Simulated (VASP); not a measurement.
# Mn (Pm-3m) in VASP: a series of runs

One crystal, Mn, is run at these levels: BLYP; tasks: single point.

All numbers are computed with VASP 6.6.1; they aren't measurements. Logs are shortened: lines on timing, memory, paths and dates and some standing lists are left out, and cuts for length are marked.

**1. Starting point**

Symmetry: Pm-3m, No. 221, cubic system. Conventional cell: a = 2.379 Å, b = 2.379 Å, c = 2.379 Å, α = 90.00°, β = 90.00°, γ = 90.00°. Around Mn (site symmetry m-3m) lie 6 Mn at 2.38 Å.

This isn't the form of Mn at room conditions, which is a 58-atom cubic cell.

**2. Single point, BLYP, collinear spin, typed start**

Contents of INCAR:

```
  AGGAC = 1.0
  AGGAX = 1.0
  ALDAC = 0.0
  ALDAX = 1.0
  ALGO = Fast
  EDIFF = 1E-7
  ENCUT = 520
  GGA = B5
  ISIF = 2
  ISMEAR = -1
  ISPIN = 2
  LASPH = True
  LCHARG = False
  LMAXMIX = 4
  LORBIT = 11
  LREAL = False
  LWAVE = False
  MAGMOM = 0.516
  NBANDS = 16
  NELM = 150
  PREC = Accurate
  SIGMA = 0.05
```

Contents of KPOINTS:

```
k-points
0
Gamma
  15 15 15
```

Contents of POSCAR:

```
Mn
1.0
    2.3790912240      0.0000000000      0.0000000000
    0.0000000000      2.3790912240      0.0000000000
    0.0000000000      0.0000000000      2.3790912240
Mn
1
Direct
    0.0000000000      0.0000000000      0.0000000000
```

Potentials or basis: VASP PAW PBE potentials, release 64 (Mn_pv).

The run is started by

```sh
> cat potpaw_PBE.64/Mn_pv/POTCAR > POTCAR
> mpirun -np 1 vasp_std > vasp.out
```

OUTCAR:

```text
EDIFF = 1E-7
   ENCUT = 520
   GGA = B5
   ISIF = 2
   ISMEAR = -1
   ISPIN = 2
   LASPH = True
   LORBIT = 11
   LREAL = False
   NELM = 150
   PREC = Accurate

 ion  position               nearest neighbor table
   1  0.000  0.000  0.000-

  LATTYP: Found a simple cubic cell.
 ALAT       =     2.3790912240

  Lattice vectors:

 A1 = (   2.3790912240,   0.0000000000,   0.0000000000)
 A2 = (   0.0000000000,   2.3790912240,   0.0000000000)
 A3 = (   0.0000000000,   0.0000000000,   2.3790912240)

Analysis of symmetry for initial positions (statically):
=====================================================================
 Subroutine PRICEL returns:
 Original cell was already a primitive cell.

 Routine SETGRP: Setting up the symmetry group for a
 simple cubic supercell.

 Subroutine GETGRP returns: Found 48 space group operations
 (whereof 48 operations were pure point group operations)
 out of a pool of 48 trial point group operations.

The static configuration has the point symmetry O_h .

Analysis of symmetry for dynamics (positions and initial velocities):
=====================================================================
 Subroutine PRICEL returns:
 Original cell was already a primitive cell.

 Routine SETGRP: Setting up the symmetry group for a
 simple cubic supercell.

 Subroutine GETGRP returns: Found 48 space group operations
 (whereof 48 operations were pure point group operations)
 out of a pool of 48 trial point group operations.

The dynamic configuration has the point symmetry O_h .

Analysis of structural, dynamic, and magnetic symmetry:
=====================================================================
 Subroutine PRICEL returns:
 Original cell was already a primitive cell.

 Routine SETGRP: Setting up the symmetry group for a
 simple cubic supercell.

 Subroutine GETGRP returns: Found 48 space group operations
 (whereof 48 operations were pure point group operations)
 out of a pool of 48 trial point group operations.

The overall configuration has the point symmetry O_h .

 Subroutine INISYM returns: Found 48 space group operations
 (whereof 48 operations are pure point group operations),
 and found     1 'primitive' translations

----------------------------------------------------------------------------------------

                                     Primitive cell

  volume of cell :      13.4658

  direct lattice vectors                    reciprocal lattice vectors
     2.379091224  0.000000000  0.000000000     0.420328565  0.000000000  0.000000000
     0.000000000  2.379091224  0.000000000     0.000000000  0.420328565  0.000000000
     0.000000000  0.000000000  2.379091224     0.000000000  0.000000000  0.420328565

  length of vectors
     2.379091224  2.379091224  2.379091224     0.420328565  0.420328565  0.420328565

  position of ions in fractional coordinates (direct lattice)
     0.000000000  0.000000000  0.000000000

  ion indices of the primitive-cell ions
   primitive index   ion index
                 1           1

----------------------------------------------------------------------------------------

 KPOINTS: k-points

Automatic generation of k-mesh.
 Grid dimensions read from file:
 generate k-points for:   15   15   15

 Generating k-lattice:

  Cartesian coordinates                     Fractional coordinates (reciprocal lattice)
     0.028021904  0.000000000  0.000000000     0.066666667  0.000000000  0.000000000
     0.000000000  0.028021904  0.000000000     0.000000000  0.066666667  0.000000000
     0.000000000  0.000000000  0.028021904     0.000000000  0.000000000  0.066666667

  Length of vectors
     0.028021904  0.028021904  0.028021904

  Shift w.r.t. Gamma in fractional coordinates (k-lattice)
     0.000000000  0.000000000  0.000000000

 Subroutine IBZKPT returns following result:
 ===========================================

 Found    120 irreducible k-points:

 Following reciprocal coordinates:
            Coordinates               Weight
  0.000000  0.000000  0.000000      1.000000
  0.066667  0.000000  0.000000      6.000000
  0.133333  0.000000  0.000000      6.000000
  0.200000  0.000000  0.000000      6.000000
  0.266667  0.000000  0.000000      6.000000
  0.333333  0.000000  0.000000      6.000000
[... 16 lines left out ...]
  0.266667  0.200000  0.000000     24.000000
  0.333333  0.200000  0.000000     24.000000
 [... further k-points ...]
   k-points           NKPTS =    120   k-points in BZ     NKDIM =    120   number of bands    NBANDS=     16
   number of dos      NEDOS =    301   number of ions     NIONS =      1
   total plane-waves  NPLWV =   5832
   dimension x,y,z NGX =    18 NGY =   18 NGZ =   18
   dimension x,y,z NGXF=    36 NGYF=   36 NGZF=   36
   ions per type =               1
   NGX,Y,Z   is equivalent  to a cutoff of  12.58, 12.58, 12.58 a.u.
   NGXF,Y,Z  is equivalent  to a cutoff of  25.16, 25.16, 25.16 a.u.
 SYSTEM =  unknown system
   PREC   = accura    normal or accurate (medium, high low for compatibility)
   ISTART =      0    job   : 0-new  1-cont  2-samecut
   ICHARG =      2    charge: 1-file 2-atom 10-const
   ISPIN  =      2    spin polarized calculation?
   LNONCOLLINEAR =      F non collinear calculations
   LSORBIT =      F    spin-orbit coupling
   LASPH  =      T    aspherical Exc in radial PAW
   ENCUT  =  520.0 eV  38.22 Ry    6.18 a.u.   4.42  4.42  4.42*2*pi/ulx,y,z
   NELM   =    150;   NELMIN=  2; NELMDL= -5     # of ELM steps
   EDIFF  = 0.1E-06   stopping-criterion for ELM
   LREAL  =      F    real-space projection
   EDIFFG = 0.1E-05   stopping-criterion for IOM
   NSW    =      0    number of steps for IOM
   IBRION =     -1    ionic relax: 0-MD 1-quasi-New 2-CG
   NFREE  =      0    steps in history (QN), initial steepest desc. (CG)
   ISIF   =      2    stress and relaxation
   ISYM   =      2    0-nonsym 1-usesym 2-fastsym
   POTIM  = 0.5000    time-step for ionic-motion
   TEBEG  =    0.0;   TEEND  =   0.0 temperature during run
   PSTRESS=    0.0 pullay stress
   NELECT =      13.0000    total number of electrons
   NUPDOWN=      -1.0000    fix difference up-down
   EMIN   =  10.00;   EMAX   =-10.00  energy-range for DOS
   EFERMI =   0.00;   METHOD = LEGACY
   ISMEAR =    -1;   SIGMA  =   0.05  broadening in eV -4-tet -1-fermi 0-gaus
   EFERMI_NEDOS =   21; number of points for ismear=-14 and -15
   IALGO  =     68    algorithm
   IMIX   =      4    mixing-type and parameters
     AMIX     =   0.40;   BMIX     =  1.00
     AMIX_MAG =   1.60;   BMIX_MAG =  1.00
  volume/ion in A,a.u.               =      13.47        90.87
  Fermi-wavevector in a.u.,A,eV,Ry     =   1.617999  3.057574 35.618964  2.617920
  Thomas-Fermi vector in A             =   2.712333
   LORBIT       =     11    0 simple, 1 ext, 2 COOP (PROOUT), +10 PAW based schemes
   GGA     = B5    functional components
   LHFCALC =     F    Hartree Fock is set to
   AEXX    =    0.0000 exact exchange contribution
   IVDW    =     0    specifies the selected vdW correction
   LEPSILON=     F    determine dielectric tensor
   LRPA    =     F    only Hartree local field effects (RPA)
 spin polarized calculation
 RMM-DIIS sequential band-by-band and
  energy-cutoff  :      520.00
  volume of cell :       13.47
 maximum number of plane-waves:       371
 NGX is ok and might be reduce to    18
   NGX =  9   NGY =  9   NGZ =  9

 number of electron      13.0000004 magnetization       0.8358911

 Free energy of the ion-electron system (eV)
  ---------------------------------------------------
  ext. energy  EPLUGINS =         0.00000000
  ---------------------------------------------------
  free energy    TOTEN  =        -7.05061888 eV

  energy without entropy =       -7.03586639  energy(sigma->0) =       -7.04324263

 E-fermi :   8.3410     XC(G=0): -11.9862

 val. band max:        8.3329595577   @ k =   0.4667   0.4667   0.1333
 cond. band min:       8.3428348130   @ k =   0.3333   0.0667   0.0667
 fundamental gap:      0.0098752553
 Fermi energy:         8.3410055626

 spin component 1

 k-point     1 :       0.0000    0.0000    0.0000
  band No.  band energies     occupation
      1     -39.6150      1.00000
      2     -39.6150      1.00000
      3     -39.6150      1.00000
      4       1.1055      1.00000
      5       5.0268      1.00000
      6       5.0268      1.00000
[... 8 lines left out ...]
     15      35.5203      0.00000
     16      39.4525      0.00000

 k-point     2 :       0.0667    0.0000    0.0000
  band No.  band energies     occupation
      1     -39.6413      1.00000
      2     -39.6128      1.00000
      3     -39.6128      1.00000
      4       1.2376      1.00000
      5       5.0507      1.00000
      6       5.1076      1.00000
[... 8 lines left out ...]
     15      36.1436      0.00000
     16      39.4935      0.00000

 k-point     3 :       0.1333    0.0000    0.0000
  band No.  band energies     occupation
      1     -39.7155      1.00000
      2     -39.6065      1.00000
      3     -39.6065      1.00000
      4       1.6217      1.00000
      5       5.1187      1.00000
      6       5.3438      1.00000
[... 8 lines left out ...]
     15      37.9871      0.00000
     16      39.8589      0.00000
[... 362 lines left out ...]
 k-point    23 :       0.2667    0.2000    0.0000
  band No.  band energies     occupation
      1     -39.9244      1.00000
      2     -39.7896      1.00000
      3     -39.5690      1.00000
      4       3.8481      1.00000
      5       5.7379      1.00000
      6       6.5999      1.00000
[... 8 lines left out ...]
     15      40.9968      0.00000
     16      41.5186      0.00000

 k-point    24 :       0.3333    0.2000    0.0000
  band No.  band energies     occupation
      1     -40.0391      1.00000
      2     -39.7777      1.00000
      3     -39.5589      1.00000
      4       4.4680      1.00000
      5       5.8069      1.00000
      6       6.7869      1.00000
[... 8 lines left out ...]
     15      40.2597      0.00000
     16      41.6476      0.00000

 [... further k-points ...]

 spin component 2

 k-point     1 :       0.0000    0.0000    0.0000
  band No.  band energies     occupation
      1     -38.6934      1.00000
      2     -38.6934      1.00000
      3     -38.6934      1.00000
      4       1.2076      1.00000
      5       5.4497      1.00000
      6       5.4498      1.00000
[... 8 lines left out ...]
     15      35.5570      0.00000
     16      40.6789      0.00000

 k-point     2 :       0.0667    0.0000    0.0000
  band No.  band energies     occupation
      1     -38.7208      1.00000
      2     -38.6911      1.00000
      3     -38.6911      1.00000
      4       1.3400      1.00000
      5       5.4746      1.00000
      6       5.5308      1.00000
[... 8 lines left out ...]
     15      36.2334      0.00000
     16      40.6922      0.00000

 k-point     3 :       0.1333    0.0000    0.0000
  band No.  band energies     occupation
      1     -38.7977      1.00000
      2     -38.6846      1.00000
      3     -38.6846      1.00000
      4       1.7260      1.00000
      5       5.5456      1.00000
      6       5.7661      1.00000
[... 8 lines left out ...]
     15      38.3880      0.00000
     16      40.8069      0.00000
[... 362 lines left out ...]
 k-point    23 :       0.2667    0.2000    0.0000
  band No.  band energies     occupation
      1     -39.0145      1.00000
      2     -38.8746      1.00000
      3     -38.6461      1.00000
      4       4.0162      1.00000
      5       6.1897      1.00000
      6       7.0433      1.00000
[... 8 lines left out ...]
     15      41.1085      0.00000
     16      41.7830      0.00000

 k-point    24 :       0.3333    0.2000    0.0000
  band No.  band energies     occupation
      1     -39.1333      1.00000
      2     -38.8623      1.00000
      3     -38.6357      1.00000
      4       4.7020      1.00000
      5       6.2846      1.00000
      6       7.2720      1.00000
[... 8 lines left out ...]
     15      40.3820      0.00000
     16      41.8974      0.00000

 [... further k-points ...]

------------------------ aborting loop because EDIFF is reached ----------------------------------------

  FORCE on cell =-STRESS in cart. coord.  units (eV):
  Direction    XX          YY          ZZ          XY          YZ          ZX
  --------------------------------------------------------------------------------------
  -------------------------------------------------------------------------------------
  Total       -0.8498799     -0.8498799     -0.8498799      0.0000000      0.0000000      0.0000000
  in kB     -101.1194814   -101.1194814   -101.1194814      0.0000000      0.0000000      0.0000000
  external PRESSURE =    -101.1194814 kB  Pullay stress =       0.0000000 kB

 VOLUME and BASIS-vectors are now :
 -----------------------------------------------------------------------------
  energy-cutoff  :      520.00
  volume of cell :       13.47
      direct lattice vectors                 reciprocal lattice vectors
     2.379091224  0.000000000  0.000000000     0.420328565  0.000000000  0.000000000
     0.000000000  2.379091224  0.000000000     0.000000000  0.420328565  0.000000000
     0.000000000  0.000000000  2.379091224     0.000000000  0.000000000  0.420328565

 POSITION                                       TOTAL-FORCE (eV/Angst)
 -----------------------------------------------------------------------------------
      0.00000      0.00000      0.00000         0.000000      0.000000      0.000000
 -----------------------------------------------------------------------------------
    total drift:                                0.000000      0.000000     -0.000000

  FREE ENERGIE OF THE ION-ELECTRON SYSTEM (eV)
  ---------------------------------------------------
  free  energy   TOTEN  =        -7.0506188845 eV

  energy  without entropy=       -7.0358663851  energy(sigma->0) =       -7.04324263

 total charge

# of ion       s       p       d       tot
------------------------------------------
    1        0.390   6.252   5.216  11.857

 magnetization (x)

# of ion       s       p       d       tot
------------------------------------------
    1       -0.003  -0.008   0.845   0.834
```

Wall time 35 s (1 thread of AMD EPYC 9R45 (Zen 5), shared host); peak memory 0.11 GiB.

What came out:

* Free energy: -7.0506 eV
* Pressure: -10.1 GPa
* Band gap on the k mesh: none (metal or under the smearing width)
* Net moment: 0.84 μB per cell
* Site moments: Mn +0.83 μB
* Valence electrons inside the program's atomic spheres: Mn 11.86

Caveat: the PAW data sets were made with another functional, which shifts forces and pressure a little.

**3. Single point, BLYP**

This run uses another cell than the first one, of 12.40 Å³/atom, 0.921 times its volume.

Contents of INCAR:

```
PREC = Accurate
ENCUT = 520
EDIFF = 1E-6
ISMEAR = -1
SIGMA = 0.1
LREAL = False
LASPH = True
NELM = 80
ALGO = Fast
ISIF = 2
LWAVE = False
LCHARG = False
GGA = B5
ALDAX = 1.0
AGGAX = 1.0
AGGAC = 1.0
ALDAC = 0.0
NBANDS = 12
```

Contents of KPOINTS:

```
regular mesh
0
Gamma
  22 22 22
```

Contents of POSCAR:

```
Mn
1.0
    2.3148400082      0.0000000000      0.0000000000
    0.0000000000      2.3148400082      0.0000000000
    0.0000000000      0.0000000000      2.3148400082
Mn
1
Direct
    0.0000000000      0.0000000000      0.0000000000
```

Potentials or basis: VASP PAW PBE potentials, release 64 (Mn_pv).

The run is started by

```sh
> cat potpaw_PBE.64/Mn_pv/POTCAR > POTCAR
> mpirun -np 1 vasp_std > vasp.out
```

Run time: 40 s. Hardware: 1 thread of Intel Xeon Platinum 8559C (Emerald Rapids), shared host; peak memory 0.15 GiB.

It converged, with:

```yaml
Free_energy: -7.1030 eV
Pressure: 0.3 GPa
Band_gap_on_the_k_mesh: none (metal or under the smearing width)
```

Levels at points of the mesh, in eV from the Fermi level:
```tsv
k point	band 2	band 3	band 4	band 5	band 6	band 7	band 8	band 9	band 10	band 11
(0.00, 0.00, 0.00)	-47.56	-47.56	-7.59	-3.51	-3.51	1.56	1.56	1.56	19.97	19.97
(0.50, 0.00, 0.00)	-47.49	-47.49	-3.49	-2.85	-0.69	-0.15	-0.15	1.71	6.31	22.36
(0.50, 0.50, 0.00)	-48.23	-47.43	-4.55	-2.21	0.21	0.21	2.66	6.02	6.02	12.77
(0.50, 0.50, 0.50)	-48.13	-48.13	-3.15	-3.15	-3.15	2.76	2.76	12.44	13.56	13.56
```

Caveat: the PAW data sets were made with another functional, which shifts forces and pressure a little; the run has no spin polarisation, though such a crystal can be magnetic.
